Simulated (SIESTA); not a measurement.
Runs of SIESTA 5.4.2 on InSe. Symmetry: C2/m, No. 12, monoclinic system. Conventional cell: a = 11.653 Å, b = 4.109 Å, c = 5.073 Å, α = 90.00°, β = 109.86°, γ = 90.00°. In (site symmetry m) has 3 Se at 2.68 to 2.69 Å and 1 In at 2.80 Å as nearest neighbours. Se (site symmetry m) has 3 In at 2.68 to 2.69 Å as nearest neighbours. The cell comes from a database or a generator and needn't be the stable form of this composition.

| task | level | potentials or basis | gap on the mesh (eV) | pressure (GPa) | V0 of scaled cells (Å³/atom) | B0 (GPa) | largest force (eV/Å) |
| --- | --- | --- | --- | --- | --- | --- | --- |
| equation of state | LDA | PseudoDojo 0.4 standard (LDA files), DZP (energy shift 0.003 Ry; two zetas on semicore shells) | - | - | 27.49 | 58 | - |
| band structure | LDA | PseudoDojo 0.4 standard (LDA files), DZP (energy shift 0.003 Ry; two zetas on semicore shells) | (b) | (a) | - | - | 0.24 |
| band structure | PBEsol | PseudoDojo 0.4 standard (PBEsol files), DZP (energy shift 0.003 Ry; two zetas on semicore shells) | 1.15 | -0.3 | - | - | (c) |
| equation of state | PBEsol | PseudoDojo 0.4 standard (PBEsol files), DZP (energy shift 0.003 Ry; two zetas on semicore shells) | - | - | 28.41 | 52 | - |

Alike in all rows: no spin polarisation; cell as given; k mesh 7 × 7 × 6; smearing fermi-dirac 0.05 eV; grid cutoff 500 Ry; energy shift 0.003 Ry.

Estimate the missing entries.

(a) -2.0; (b) 1.07; (c) 0.34.

Caveats: the basis of atomic orbitals isn't converged, which shifts pressures, moduli and gaps; the cell was scaled at fixed shape and fractional positions, which overstates the stiffness of a crystal with free parameters, most of all of layers and chains (some runs); spin-orbit coupling is left out, which moves the levels of the heavy elements (some runs).

A k mesh can miss the band edges, and the runs leave out spin-orbit coupling on In, Se.

Not every run made on this cell is shown here.
